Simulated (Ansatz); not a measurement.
Runs of Ansatz 0.2.0 on Ge. The structure is orthorhombic, space group Imma (No. 74). Conventional cell: a = 4.992 Å, b = 5.302 Å, c = 2.874 Å, α = 90.00°, β = 90.00°, γ = 90.00°. Around Ge (site symmetry mm2) lie 6 Ge at 2.68 to 2.87 Å. This isn't the form of Ge at room conditions, which is diamond.

| level | cutoff (eV) | gap on the mesh (eV) | pressure (GPa) | largest force (eV/Å) |
| --- | --- | --- | --- | --- |
| revPBE | 420 | none | (a) | 0.06 |
| BLYP | 420 | none | 7.4 | 0.08 |
| RPBE | 420 | none | 2.9 | 0.05 |
| PBEsol | 420 | none | -2.5 | 0.06 |
| r2SCAN | 500 | none | -1.3 | (b) |

Alike in all rows: task band structure; potentials or basis Ansatz PAW; no spin polarisation; cell as given; k mesh 11 × 11 × 11; smearing fermi-dirac 0.05 eV.

Question: Fill in the values left out.

Answer: (a) 2.4; (b) 0.09.

Caveats: the PAW data sets come from PBE, with cores solved anew for the run's functional, which leaves a small shift of forces and pressure.

A k mesh can miss the band edges, and the runs leave out spin-orbit coupling on Ge.

A gap of «none» marks a metal or a gap under the smearing width.

Runs at the PBE level aren't shown here.
